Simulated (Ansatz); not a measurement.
## Dielectric response of BaS (110) films

Aim: the electronic and static ε of rocksalt BaS (110) from films of several thicknesses in a field.

Main program and level: Ansatz 0.2.0; plane-wave DFT, PBEsol, Ansatz PAW.

### Step 1. Set-up

The cell holds 10 atoms: 5 Ba and 5 S. Its edges and angles: a = 4.518 Å, b = 6.390 Å, c = 27.037 Å, α = 90.0°, β = 90.0°, γ = 90.0°. It derives from BaS (rocksalt BaS). Vacuum lies along c.

### Step 2. Relaxing the film, 10 atoms, units 5

The structure is relaxed first, because levels and dipoles at a surface follow the positions of the outer atoms.

Input file input.yaml:

```yaml
crystal:
  lattice:
    - [4.51841233, 0.0, 0.0]
    - [0.0, 6.39, 0.0]
    - [0.0, 0.0, 27.0368246636]
  atoms:
    - { symbol: Ba, position: [0.5, 0.5, 0.3328793271] }
    - { symbol: S, position: [0.5, 0.0, 0.3328793271] }
    - { symbol: Ba, position: [0.0, 0.0, 0.4164396635] }
    - { symbol: S, position: [0.0, 0.5, 0.4164396635] }
    - { symbol: Ba, position: [0.5, 0.5, 0.5] }
    - { symbol: S, position: [0.5, 0.0, 0.5] }
    - { symbol: Ba, position: [0.0, 0.0, 0.5835603365] }
    - { symbol: S, position: [0.0, 0.5, 0.5835603365] }
    - { symbol: Ba, position: [0.5, 0.5, 0.6671206729] }
    - { symbol: S, position: [0.5, 0.0, 0.6671206729] }
kpoints:
  mp_grid: { grid: [6, 4, 1] }
hamiltonian:
  xc: pbesol
scf:
  occupations: { method: fixed }
  convergence: { dr2_threshold: 1.0e-09 }
efield:
  axis: 3
  dipole_correction: true
  ramp_position: 0.97
  ramp_width: 0.06
relax:
  f_tol: 0.003
  max_steps: 100
output:
  write_potential: true
  write_density: true
  volumetric_format: npy
```

Command:

```
> ansatz run input.yaml --threads 4 --pin off --max-ram 8192MiB --backend cpu --events-out ev --progress --plain --runs-dir out
```

Numbers of over 12 decimals in the logs are rounded to 6 here.

The log of the run:

```text
Engine: ansatz 0.2.0, x86_64-unknown-linux-gnu
Pseudopotentials: kind: paw
Pseudopotential: Ba, paw, valence charge 10, recommended cutoff 420 eV (normal), Ba.paw.azcp
Pseudopotential: S, paw, valence charge 6, recommended cutoff 420 eV (normal), S.paw.azcp
Functional definition: PBEsol
  exchange = pbesol_x
  correlation = pbesol_c
Crystal: 10 atoms, lattice volume = 780.625 Å³
Basis set: ecut = 420 eV, 15261 PW (Γ), exchange–correlation on 64×90×384 points (8 copies of the dense FFT grid, shifted against one another)
Bands: 50, of which v1, the nominal top of the filled ones, is band 40 counted from 1 (39 counted from 0)
Symmetry: 4 space group operations
k-points: 12 of 24
Non-local potential: Ba, projectors of the file, l = 0: 3, l = 1: 2, l = 2: 2, l = 3: 2
Non-local potential: S, projectors of the file, l = 0: 2, l = 1: 2, l = 2: 2
PAW form: soft (Blöchl's): semilocal exchange-correlation on the pseudo side does not see the compensation charge
PAW frozen core: Ba, regenerated for the run's functional, and the local potential with it (the file was generated under x = pbe(κ = 0.804, μ = 0.219515), c = pbe(β = 0.066725))
PAW frozen core: S, regenerated for the run's functional, and the local potential with it (the file was generated under x = pbe(κ = 0.804, μ = 0.219515), c = pbe(β = 0.066725))
PAW one-centre angular grid: Ba, 194 points (default); XC on 64 Gauss nodes
PAW one-centre angular grid: S, 110 points (default); XC on 64 Gauss nodes
Initial density: superposition of atomic densities (neutral atoms: chi_scale 0, normalization atom), corrected by the library's trained network
Initial wavefunctions: pseudopotential atomic-orbital guess
Functional: x = pbesol(κ = 0.804, μ = 0.123457), c = pbesol(β = 0.046)
SCF iter   1: F=—  HF=-33756.104229 eV  |F-HF|=—  |Δ(HF+E_count)|=         —  Δρ=2.60e-3  dr2=1.23e-1  ethr=1.77e-3  p=0.000 e·Å  D=9.75e-14 V/Å  ΔV_dip=-0.00 eV  dr2_dipole=6.91e-10  V_vac-E_F(+/−)=3.68/3.68 eV  ⟨swp⟩=8.8  Hψ=3203  notcnv=0  defer=95
efield: sawtooth ramp at fractional position 0.9700 (set: `efield.ramp_position`, or a place that a band, a saddle search or an elastic batch's reference lends), width 0.0600; the density the first Hamiltonian is built on has a dipole p = 0.000 e·Å; the dipole correction subtracts the counter field D = 9.75e-14 V/Å, which shifts the + side's vacuum level by -0.00 eV against the − side's; the planar-averaged density in the ramp window peaks in size at 3.4e-6 e/Å³
preconditioner: auto → Resta (q_TF=auto, 1.866 Å⁻¹)  ε∞=2.1  [insulator: Δε(μ)=1.461 eV  Ē_g=10.622 eV  n_scr=92 (ndim 8)  ℏωp=11.1 eV  f_vac=0.530  ε∞_Penn≈2.1  vacuum switching on, ρ_ref=8.2e-3 e/Å³]
SCF iter   2: F=—  HF=-33756.075261 eV  |F-HF|=—  |Δ(HF+E_count)|=   2.90e-2  Δρ=6.71e-4  dr2=4.33e-3  ethr=1.53e-4  p=0.000 e·Å  D=4.66e-6 V/Å  ΔV_dip=-0.00 eV  dr2_dipole=1.79e-9  V_vac-E_F(+/−)=3.68/3.68 eV  ⟨swp⟩=4.1  Hψ=1061  notcnv=0  defer=94
density mixer auto → msr1: gapped (density of states about μ 0.08 of a free-electron gas's, 92 screened modes)
SCF iter   3: F=—  HF=-33756.076345 eV  |F-HF|=—  |Δ(HF+E_count)|=   1.08e-3  Δρ=3.48e-4  dr2=1.07e-3  ethr=5.41e-6  p=-0.000 e·Å  D=-3.00e-6 V/Å  ΔV_dip=0.00 eV  dr2_dipole=4.21e-10  V_vac-E_F(+/−)=3.63/3.63 eV  ⟨swp⟩=4.0  Hψ=1015  notcnv=0  defer=97
SCF iter   4: F=—  HF=-33756.076902 eV  |F-HF|=—  |Δ(HF+E_count)|=   5.57e-4  Δρ=1.08e-4  dr2=4.91e-4  ethr=1.34e-6  p=0.000 e·Å  D=5.86e-6 V/Å  ΔV_dip=-0.00 eV  dr2_dipole=2.37e-9  V_vac-E_F(+/−)=3.62/3.62 eV  ⟨swp⟩=4.5  Hψ=1047  notcnv=0  defer=96
SCF iter   5: F=—  HF=-33756.076841 eV  |F-HF|=—  |Δ(HF+E_count)|=   6.12e-5  Δρ=2.82e-5  dr2=7.93e-6  ethr=6.13e-7  p=-0.000 e·Å  D=-6.80e-7 V/Å  ΔV_dip=0.00 eV  dr2_dipole=2.70e-11  V_vac-E_F(+/−)=3.61/3.61 eV  ⟨swp⟩=2.5  Hψ=747  notcnv=0  defer=96
SCF iter   6: F=—  HF=-33756.076845 eV  |F-HF|=—  |Δ(HF+E_count)|=   4.21e-6  Δρ=1.03e-5  dr2=1.28e-6  ethr=9.91e-9  p=0.000 e·Å  D=5.10e-7 V/Å  ΔV_dip=-0.00 eV  dr2_dipole=2.58e-11  V_vac-E_F(+/−)=3.61/3.61 eV  ⟨swp⟩=2.1  Hψ=1024  notcnv=0  defer=96
SCF iter   7: F=—  HF=-33756.077001 eV  |F-HF|=—  |Δ(HF+E_count)|=   1.56e-4  Δρ=3.23e-6  dr2=1.17e-7  ethr=1.60e-9  p=-0.000 e·Å  D=-4.19e-7 V/Å  ΔV_dip=0.00 eV  dr2_dipole=1.13e-11  V_vac-E_F(+/−)=3.61/3.61 eV  ⟨swp⟩=2.0  Hψ=877  notcnv=0  defer=91
SCF iter   8: F=—  HF=-33756.077001 eV  |F-HF|=—  |Δ(HF+E_count)|=   6.91e-8  Δρ=8.45e-7  dr2=7.22e-9  ethr=1.46e-10  p=0.000 e·Å  D=3.29e-7 V/Å  ΔV_dip=-0.00 eV  dr2_dipole=8.35e-12  V_vac-E_F(+/−)=3.61/3.61 eV  ⟨swp⟩=2.7  Hψ=1011  notcnv=0  defer=91
SCF iter   9: F=-33756.077001 eV  HF=-33756.077001 eV  |F-HF|=2.26e-10  |Δ(HF+E_count)|=   8.86e-9  Δρ=2.04e-7  dr2=4.74e-10  ethr=1.25e-12  p=-0.000 e·Å  D=-5.13e-7 V/Å  ΔV_dip=0.00 eV  dr2_dipole=2.00e-11  V_vac-E_F(+/−)=3.61/3.61 eV  ⟨swp⟩=9.2  Hψ=3802  notcnv=0
SCF 1 converged in 9 iterations: F = -33756.077001 eV  dr2 = 4.74e-10
  greatest PAW one-centre occupation: 0.955 electrons in one spin orbital (limit 2), on the Ba atom at site 6 (counted from 0), in its partial waves of l = 0
relax step   1: F+E_penalty+E_count = -33756.07700123 eV  Δ(F+E_penalty+E_count) = +0.000e0 eV  max|allowed force component| = 6.657e-1 eV/Å  Δτ_max = 0.0000 Å  (9 SCF iters, accepted)
Initial density: handed on by an earlier stage of this run
Initial wavefunctions: those handed on with the density
iter 1 solved again at ethr=2.39e-4 eV; its pass at ethr=3.10e-3 eV (dr2=1.91e-1 eV) is discarded
SCF iter   1: F=—  HF=-33756.336035 eV  |F-HF|=—  |Δ(HF+E_count)|=         —  Δρ=3.11e-3  dr2=1.95e-1  ethr=2.39e-4  p=-0.000 e·Å  D=-5.13e-7 V/Å  ΔV_dip=0.00 eV  dr2_dipole=2.10e-10  V_vac-E_F(+/−)=3.75/3.75 eV  ⟨swp⟩=1.9  Hψ=2586  notcnv=0  defer=88
efield: sawtooth ramp at fractional position 0.9700 (set: `efield.ramp_position`, or a place that a band, a saddle search or an elastic batch's reference lends), width 0.0600; the density the first Hamiltonian is built on has a dipole p = -0.000 e·Å; the dipole correction subtracts the counter field D = -5.13e-7 V/Å, which shifts the + side's vacuum level by +0.00 eV against the − side's; the planar-averaged density in the ramp window peaks in size at 4.3e-8 e/Å³
preconditioner: auto → Resta (q_TF=auto, 1.866 Å⁻¹)  ε∞=2.1  [insulator: Δε(μ)=1.630 eV  Ē_g=10.624 eV  n_scr=92 (ndim 8)  ℏωp=11.1 eV  f_vac=0.545  ε∞_Penn≈2.1  vacuum switching on, ρ_ref=8.2e-3 e/Å³]
[...]
SCF iter   8: F=—  HF=-33756.340669 eV  |F-HF|=—  |Δ(HF+E_count)|=   1.02e-7  Δρ=7.40e-7  dr2=5.17e-9  ethr=6.14e-11  p=-0.000 e·Å  D=-7.96e-8 V/Å  ΔV_dip=0.00 eV  dr2_dipole=1.52e-12  V_vac-E_F(+/−)=3.74/3.74 eV  ⟨swp⟩=2.3  Hψ=930  notcnv=0  defer=77  κ⁻¹=6.6e-8(r=7)
SCF iter   9: F=-33756.340669 eV  HF=-33756.340669 eV  |F-HF|=4.51e-10  |Δ(HF+E_count)|=   5.31e-9  Δρ=2.55e-7  dr2=6.09e-10  ethr=1.25e-12  p=-0.000 e·Å  D=-3.83e-7 V/Å  ΔV_dip=0.00 eV  dr2_dipole=2.05e-12  V_vac-E_F(+/−)=3.74/3.74 eV  ⟨swp⟩=8.4  Hψ=3739  notcnv=0
SCF 3 converged in 9 iterations: F = -33756.340669 eV  dr2 = 6.09e-10
relax step   3: F+E_penalty+E_count = -33756.34066861 eV  Δ(F+E_penalty+E_count) = -2.023e-2 eV  max|allowed force component| = 5.635e-2 eV/Å  Δτ_max = 0.1205 Å  (9 SCF iters, accepted)
[...]
relax step   4: F+E_penalty+E_count = -33756.34248339 eV  Δ(F+E_penalty+E_count) = -1.815e-3 eV  max|allowed force component| = 5.063e-3 eV/Å  Δτ_max = 0.0275 Å  (8 SCF iters, accepted)
SCF iter   1: F=—  HF=-33756.342340 eV  |F-HF|=—  |Δ(HF+E_count)|=         —  Δρ=2.45e-5  dr2=6.90e-6  ethr=2.99e-7  p=0.000 e·Å  D=7.42e-8 V/Å  ΔV_dip=-0.00 eV  dr2_dipole=2.69e-13  V_vac-E_F(+/−)=3.76/3.76 eV  ⟨swp⟩=3.3  Hψ=1068  notcnv=0  defer=92
efield: sawtooth ramp at fractional position 0.9700 (set: `efield.ramp_position`, or a place that a band, a saddle search or an elastic batch's reference lends), width 0.0600; the density the first Hamiltonian is built on has a dipole p = 0.000 e·Å; the dipole correction subtracts the counter field D = 7.42e-8 V/Å, which shifts the + side's vacuum level by -0.00 eV against the − side's; the planar-averaged density in the ramp window peaks in size at 5.3e-8 e/Å³
preconditioner: auto → Resta (q_TF=auto, 1.866 Å⁻¹)  ε∞=2.1  [insulator: Δε(μ)=1.611 eV  Ē_g=10.442 eV  n_scr=92 (ndim 8)  ℏωp=11.1 eV  f_vac=0.546  ε∞_Penn≈2.1  vacuum switching on, ρ_ref=7.9e-3 e/Å³]
SCF iter   2: F=—  HF=-33756.342491 eV  |F-HF|=—  |Δ(HF+E_count)|=   1.51e-4  Δρ=1.27e-5  dr2=1.53e-6  ethr=8.63e-9  p=-0.000 e·Å  D=-1.15e-8 V/Å  ΔV_dip=0.00 eV  dr2_dipole=9.14e-14  V_vac-E_F(+/−)=3.76/3.76 eV  ⟨swp⟩=2.1  Hψ=908  notcnv=0  defer=66  κ⁻¹=1.0e0(r=1)
density mixer auto → broyden: gapped, where msr1 would fit the directions that read negative (density of states about μ 0.08 of a free-electron gas's, 92 screened modes)
SCF iter   3: F=—  HF=-33756.342491 eV  |F-HF|=—  |Δ(HF+E_count)|=   3.22e-7  Δρ=4.36e-6  dr2=1.84e-7  ethr=1.91e-9  p=0.000 e·Å  D=6.61e-8 V/Å  ΔV_dip=-0.00 eV  dr2_dipole=1.68e-13  V_vac-E_F(+/−)=3.76/3.76 eV  ⟨swp⟩=2.7  Hψ=1046  notcnv=0  defer=66  κ⁻¹=1.2e-1(r=2)
SCF iter   4: F=—  HF=-33756.342491 eV  |F-HF|=—  |Δ(HF+E_count)|=   8.17e-8  Δρ=1.07e-6  dr2=1.22e-8  ethr=2.29e-10  p=-0.000 e·Å  D=-1.64e-8 V/Å  ΔV_dip=0.00 eV  dr2_dipole=1.02e-13  V_vac-E_F(+/−)=3.76/3.76 eV  ⟨swp⟩=2.4  Hψ=810  notcnv=0  defer=66  κ⁻¹=1.3e-2(r=3)
SCF iter   5: F=—  HF=-33756.342491 eV  |F-HF|=—  |Δ(HF+E_count)|=   9.43e-9  Δρ=4.43e-7  dr2=1.90e-9  ethr=1.52e-11  p=0.000 e·Å  D=4.05e-8 V/Å  ΔV_dip=-0.00 eV  dr2_dipole=2.97e-15  V_vac-E_F(+/−)=3.76/3.76 eV  ⟨swp⟩=2.0  Hψ=961  notcnv=0  defer=66  κ⁻¹=1.2e-3(r=4)
SCF iter   6: F=-33756.342491 eV  HF=-33756.342491 eV  |F-HF|=3.71e-10  |Δ(HF+E_count)|=   2.50e-9  Δρ=1.44e-7  dr2=1.89e-10  ethr=1.25e-12  p=0.000 e·Å  D=3.66e-8 V/Å  ΔV_dip=-0.00 eV  dr2_dipole=1.38e-15  V_vac-E_F(+/−)=3.76/3.76 eV  ⟨swp⟩=7.6  Hψ=3409  notcnv=0
SCF 5 converged in 6 iterations: F = -33756.342491 eV  dr2 = 1.89e-10
relax step   5: F+E_penalty+E_count = -33756.34249111 eV  Δ(F+E_penalty+E_count) = -7.716e-6 eV  max|allowed force component| = 1.092e-3 eV/Å  Δτ_max = 0.0016 Å  (6 SCF iters, accepted)
NSCF: frozen V_eff on 12 k-points
the search or the solves at the SCF's close seem to have found levels that the self-consistency loop had missed (the run counts 1). By its estimate they hold under 1e-12 electrons; where the run keeps them, the occupations were computed again with them
WARN: The output density's exchange-correlation potential varies sharply where the density is thin. Do not read a vacuum level from v_tot or v_xc, or from such a field of the output density. On a cell that repeats whose density bears no net charge and no dipole along the vacuum's axis use v_es (v_loc + v_h of the components); under efield.dipole_correction with no amplitude use v_es + v_field, which holds any externa [...]
SCF converged after 6 iterations
Stability not checked: this state was not tested for a lower state beside it, because the mixer in use, unlike msr1, does not test its closes by its own steps (another_mixer; see scf.mixing.algorithm and scf.lower_state_search)
Free energy (F): -33756.342491 eV
Harris-Foulkes:  -33756.342491 eV  (|F-HF|=3.71e-10)
Internal energy: -33756.342491 eV  (E = F + TS)
E sigma→0 (E₀):  -33756.342491 eV
Fermi energy:    0.463639 eV
Dipole field:    D = 0.000000 V/Å  (p = 0.000000 e·Å, saw-weighted, corrected)
Work function:   Φ+ = 3.7637 eV   Φ− = 3.7637 eV
Levels:          The Fermi level and band energies are counted from a zero that moves with the ramp; work functions are not
--- Per-component energies (eV) ---
  E_band       = -734.629058
  E_kinetic    = 1377.859525
  E_local      = -34526.882249  (includes V_loc(G=0)·N_el)
  E_nonlocal   = 433.729889
  E_hartree    = 16654.500715
  E_xc         = -1318.035747
  E_vxc        = -1118.718597  (∫ρ·V_xc dr)
  E_paw        = -28623.126100  (= ΣΔE_a)
  E_vpaw       = -209.620052  (= ΣTr[D̂ρ^β])
  E_aug_tail   = -0.000002  (compensation charges beyond the density's cutoff)
  E_efield     = 0.000000  (sawtooth field / dipole correction)
  E_vefield    = -0.000000  (∫n·V_field dr)
  E_ewald      = 12244.544566
  E_core_change = 1.066912  (= ΣΔE_core)
  E_smearing   = -0.000000  (= −TS)
  E_closure    = -0.000000  (closes the sum)
  Σ components = -33756.342491   (vs F -33756.342491, Δ=0.00e0)
--- Forces (eV/Å), atoms counted from 1 ---
  atom   1  Ba     0.00000000     0.00000000    -0.00089466
  atom   2  S      0.00000000     0.00000000     0.00088327
  atom   3  Ba     0.00000000     0.00000000    -0.00109183
  atom   4  S      0.00000000     0.00000000     0.00046206
  atom   5  Ba     0.00000000     0.00000000    -0.00000000
  atom   6  S      0.00000000     0.00000000     0.00000022
  atom   7  Ba     0.00000000     0.00000000     0.00109132
  atom   8  S      0.00000000     0.00000000    -0.00046131
  atom   9  Ba     0.00000000     0.00000000     0.00089377
  atom  10  S      0.00000000     0.00000000    -0.00088277
  max |Σ_I F_I| component: 4.81e-8 eV/Å
--- Band table (eV; the first three rows and the last of 12) ---
  k-point 0: bands = [... 36 lower, 0.0782, 0.2050, 0.2476, 0.4636, 2.0750, 2.6053, 2.8815, 3.1646, ... 6 higher]
  k-point 1: bands = [... 36 lower, -0.2798, 0.1472, 0.1910, 0.4005, 2.1542, 2.7922, 3.0024, 3.2052, ... 6 higher]
  k-point 2: bands = [... 36 lower, -0.3267, 0.0932, 0.1357, 0.3430, 2.2539, 2.9652, 3.1360, 3.2610, ... 6 higher]
  k-point 11: bands = [... 36 lower, -0.3196, -0.1120, 0.0348, 0.0696, 3.5257, 3.5508, 3.9076, 3.9170, ... 6 higher]
--- Relaxed structure (5 steps of the walk, 5 accepted, 0 SCFs on fresh bases) ---
  F+E_penalty+E_count = -33756.34249111 eV   max|allowed force component| = 1.092e-3 eV/Å
  atoms:
    - { symbol: Ba, position: [0.5, 0.5, 0.340578] }
    - { symbol: S, position: [0.5, 0.0, 0.340184] }
    - { symbol: Ba, position: [0.0, 0.0, 0.415474] }
    - { symbol: S, position: [0.0, 0.5, 0.415269] }
    - { symbol: Ba, position: [0.5, 0.5, 0.500000] }
    - { symbol: S, position: [0.5, 0.0, 0.500000] }
    - { symbol: Ba, position: [0.0, 0.0, 0.584526] }
    - { symbol: S, position: [0.0, 0.5, 0.584731] }
    - { symbol: Ba, position: [0.5, 0.5, 0.659422] }
    - { symbol: S, position: [0.5, 0.0, 0.659816] }
```

It took 82 s on 4 threads of Intel Xeon at 2.70GHz, shared host; peak memory 1.3 GiB; 5 min of CPU time.

Step by step:

```
step  energy less that of the first step (eV)  largest force component (eV/Å)
   1                                   0.0000                          0.6657
   2                                  -0.2434                          0.2275
   3                                  -0.2637                          0.0563
   4                                  -0.2655                          0.0051
   5                                  -0.2655                          0.0011
```

The run keeps the 4 symmetry operations that it works with, so distortions that break them were not tested.

The atoms that moved most (Å):

```
atom     dx     dy      dz  length
 Ba1  0.000  0.000   0.208   0.208
 Ba9  0.000  0.000  -0.208   0.208
 S10  0.000  0.000  -0.197   0.197
  S2  0.000  0.000   0.197   0.197
  S4  0.000  0.000  -0.032   0.032
  S8  0.000  0.000   0.032   0.032
 Ba7  0.000  0.000   0.026   0.026
 Ba3  0.000  0.000  -0.026   0.026
```

Final coordinates:

```cif
data_structure
_symmetry_space_group_name_H-M 'P 1'
_symmetry_Int_Tables_number 1
_cell_length_a 4.5184
_cell_length_b 6.3900
_cell_length_c 27.0368
_cell_angle_alpha 90.000
_cell_angle_beta 90.000
_cell_angle_gamma 90.000
_cell_volume 780.62
loop_
_atom_site_label
_atom_site_type_symbol
_atom_site_fract_x
_atom_site_fract_y
_atom_site_fract_z
_atom_site_occupancy
Ba1 Ba 0.50000 0.50000 0.34058 1
S2 S 0.50000 0.00000 0.34018 1
Ba3 Ba 0.00000 0.00000 0.41547 1
S4 S 0.00000 0.50000 0.41527 1
Ba5 Ba 0.50000 0.50000 0.50000 1
S6 S 0.50000 0.00000 0.50000 1
Ba7 Ba 0.00000 0.00000 0.58453 1
S8 S 0.00000 0.50000 0.58473 1
Ba9 Ba 0.50000 0.50000 0.65942 1
S10 S 0.50000 0.00000 0.65982 1
```

This step gave:

```yaml
gap_on_the_k_mesh: 1.611 eV
dipole_along_the_normal: 4.88e-8 e·Å
ionisation_energy_upper_face: 3.764 eV
electron_affinity_upper_face: 2.153 eV
```

Running mean over 2.259 Å of the planar mean; the ramp of the sawtooth is left out. The electron's electrostatic potential energy less the highest filled level by z:

```
z (Å)  electron's electrostatic potential energy less the highest filled level (eV)
  3.5                                                                          3.76
  4.0                                                                          3.76
  4.5                                                                          3.76
  5.0                                                                          3.76
  5.5                                                                          3.76
  6.0                                                                          3.74
  6.5                                                                          3.68
  7.0                                                                          3.47
  7.5                                                                          2.63
  8.0                                                                         0.846
  8.5                                                                         -1.08
  9.0                                                                         -2.28
  9.5                                                                         -2.92
 10.0                                                                         -3.38
 10.5                                                                         -3.35
 11.0                                                                         -2.91
 11.5                                                                         -2.58
 12.0                                                                         -2.48
 12.5                                                                         -2.47
 13.0                                                                         -2.53
 13.5                                                                         -2.58
 14.0                                                                         -2.54
 14.5                                                                         -2.48
 15.0                                                                         -2.47
 15.5                                                                         -2.57
 16.0                                                                         -2.87
 16.5                                                                         -3.33
 17.0                                                                         -3.39
 17.5                                                                         -2.97
 18.0                                                                         -2.33
 18.5                                                                         -1.20
 19.0                                                                         0.698
 19.5                                                                          2.52
 20.0                                                                          3.44
 20.5                                                                          3.67
 21.0                                                                          3.74
 21.5                                                                          3.76
 22.0                                                                          3.76
 22.5                                                                          3.76
 23.0                                                                          3.76
 23.5                                                                          3.76
```

The relaxation took 5 steps and lowered the energy by 0.27 eV; the largest force on the free atoms ends at 0.0011 eV/Å.

The gap is 1.61 eV, with the valence edge 3.76 eV and the conduction edge 2.15 eV under the upper vacuum level.

[end of part 1 of 5]

[Logs are printed without paths, hosts, clocks, repeated set-up lines and the standing remarks that a program may print on its own settings, such as how far it seeks lower states.]

[Hosts, paths, dates, database ids (printed as entryN), source tags and the programs' standing remarks are cut or masked in the printed files.]

[Maps of the electrostatic potential energy from Ansatz leave out the sawtooth potential of an applied field or a dipole correction, so their vacuum need not be flat; planar profiles and work functions include it.]
